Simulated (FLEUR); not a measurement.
Input of a FLEUR MaX-R8.1 (later development tree) run:

The input inp.xml:

```xml
<?xml version="1.0" encoding="UTF-8" standalone="no"?>
<fleurInput fleurInputVersion="0.39">
   <comment>
      CoO                                                                                                 
   </comment>
   <calculationSetup>
      <cutoffs Kmax="4.8" Gmax="14.9" GmaxXC="14.9" numbands="0"/>
      <scfLoop itmax="60" minDistance="0.00001" maxIterBroyd="15" imix="Anderson" alpha="0.05" precondParam="0.0" spinf="2.0" sdNocoIR="T"/>
      <coreElectrons ctail="T" frcor="F" kcrel="0" coretail_lmax="0"/>
      <xcFunctional name="pbe" relativisticCorrections="F"/>
      <magnetism jspins="2"/>
      <soc l_soc="F" theta="0.0" phi="0.0" spav="F"/>
      <expertModes spex="0" secvar="F"/>
      <geometryOptimization l_f="T" forcealpha="1.0" forcemix="BFGS" epsdisp="0.0005" epsforce="0.0002"/>
      <ldaU l_linMix="F" mixParam="0.05" spinf="1.0"/>
   </calculationSetup>
   <cell>
      <bzIntegration valenceElectrons="23.0" mode="hist" fermiSmearingEnergy="0.00183747">
         <kPointListSelection listName="default-1"/>
         <!-- k-points included here -->
         <xi:include xmlns:xi="http://www.w3.org/2001/XInclude" href="kpts.xml"> </xi:include>
      </bzIntegration>
      <!-- symmetry operations included here -->
      <xi:include xmlns:xi="http://www.w3.org/2001/XInclude" href="sym.xml"> </xi:include>
      <bulkLattice scale="1.0">
         <bravaisMatrix>
            <row-1>    2.8449251280313121     1.6425182885426093     4.6107936167605938</row-1>
            <row-2>   -2.8449251280313121     1.6425182885426093     4.6107936167605938</row-2>
            <row-3>    0.0000000000000000    -3.2850365770852186     4.6107936167605938</row-3>
         </bravaisMatrix>
      </bulkLattice>
   </cell>
   <atomSpecies>
      <species name="Cobalt (Co3.500" element="Co" atomicNumber="27">
         <mtSphere radius="2.04" gridPoints="697" logIncrement="0.017"/>
         <atomicCutoffs lmax="8" lnonsphr="8"/>
         <electronConfig flipSpins="F">
            <coreConfig>(1s1/2) (2s1/2) (2p1/2) (2p3/2)</coreConfig>
            <valenceConfig>(3s1/2) (3p1/2) (3p3/2) (4s1/2) (3d3/2) (3d5/2)</valenceConfig>
            <stateOccupation state="(3d3/2)" spinUp="2.0" spinDown="0.8"/>
            <stateOccupation state="(3d5/2)" spinUp="3.0" spinDown="1.2"/>
         </electronConfig>
         <energyParameters s="4" p="4" d="3" f="4"/>
         <lo type="SCLO" l="0" n="3" eDeriv="0"/>
         <lo type="SCLO" l="1" n="3" eDeriv="0"/>
         <lo type="SCLO" l="1" n="3" eDeriv="1"/>
         <lo type="SCLO" l="2" n="3" eDeriv="2"/>
         <lo type="SCLO" l="3" n="4" eDeriv="2"/>
      </species>
      <species name="Oxygen (O)" element="O" atomicNumber="8">
         <mtSphere radius="1.56" gridPoints="533" logIncrement="0.02"/>
         <atomicCutoffs lmax="8" lnonsphr="8"/>
         <electronConfig flipSpins="F">
            <coreConfig>(1s1/2)</coreConfig>
            <valenceConfig>(2s1/2) (2p1/2) (2p3/2)</valenceConfig>
            <stateOccupation state="(2p1/2)" spinUp="0.666667" spinDown="0.666667"/>
            <stateOccupation state="(2p3/2)" spinUp="1.333333" spinDown="1.333333"/>
         </electronConfig>
         <energyParameters s="2" p="2" d="3" f="4"/>
         <lo type="SCLO" l="0" n="2" eDeriv="2"/>
         <lo type="SCLO" l="1" n="2" eDeriv="2"/>
         <lo type="SCLO" l="2" n="3" eDeriv="2"/>
      </species>
   </atomSpecies>
   <atomGroups>
      <atomGroup species="Cobalt (Co3.500">
         <relPos label="                   1">.0000000000 .0000000000 .0000000000</relPos>
         <force calculate="T" relaxXYZ="TTT"/>
      </atomGroup>
      <atomGroup species="Oxygen (O)">
         <relPos label="                   2">1.000/2.000 1.000/2.000 1.000/2.000</relPos>
         <force calculate="T" relaxXYZ="TTT"/>
      </atomGroup>
   </atomGroups>
   <output dos="F" band="F" slice="F">
      <checks vchk="F" cdinf="F"/>
      <bandDOS minEnergy="-.5*Htr" maxEnergy="0.5*Htr" sigma="0.015" storeEVData="T"/>
      <vacuumDOS vacdos="F" integ="F" star="F" nstars="0" locx1="0.0" locy1="0.0" locx2="0.0" locy2="0.0" nstm="0" tworkf="0.0"/>
      <unfoldingBand unfoldBand="F" supercellX="1" supercellY="1" supercellZ="1"/>
      <plotting iplot="0" polar="F">
         <plot TwoD="T" vec1="  1.0  0.0  0.0" vec2="  0.0  1.0  0.0" vec3="  0.0  0.0  1.0" zero="  0.0  0.0  0.0" file="plot"/>
      </plotting>
      <chargeDensitySlicing numkpt="0" minEigenval="0.0" maxEigenval="0.0" nnne="0" pallst="F"/>
      <specialOutput eonly="F"/>
      <moessbauerParams electricFieldGradient="T" isomerShift="T" coreHyperfine="T" valenceHyperfine="T"/>
      <magneticCircularDichroism mcd="F" energyLo="-10.0" energyUp="0.0"/>
   </output>
  <!-- We include the file relax.xml here to enable relaxations (see documentation) -->
  <xi:include xmlns:xi="http://www.w3.org/2001/XInclude" href="relax.xml"> <xi:fallback/> </xi:include>
</fleurInput>
```

crystal.txt

```
CoO
&input cartesian=F /
1.5054695445  0.8691832468  2.4399269062
-1.5054695445  0.8691832468  2.4399269062
0.0000000000  -1.7383664936  2.4399269062
1.8897261246
1.0 1.0 1.0

2
27 0.0000000000  0.0000000000  0.0000000000 : 3.500
8 0.5000000000  0.5000000000  0.5000000000

&kpt div1=11 div2=11 div3=11 gamma=T /
```

Potentials or basis: all-electron, FLAPW.

Command:

```console
$ inpgen -f crystal.txt -profile fastHighL
$ # inp.xml edited to the form shown
$ fleur_MPI
```

**Question.** Predict the net moment.

**Answer.** 2.91 μB per cell.

**Question.** What does it give for the site moments?

**Answer.** Co +2.55; O +0.30 μB.

Core levels (eV from the Fermi level):
```tsv
atom	levels
1 Co	1s1/2 -7584.4, 2s1/2 -892.1, 2p1/2 -772.8, 2p3/2 -758.0
2 O	1s1/2 -506.7
```

Caveat: a cell with one magnetic atom can't hold antiferromagnetic order, which such compounds often take; semilocal functionals often make such compounds metallic where correlation or magnetic order opens a gap, which also shifts bond lengths.
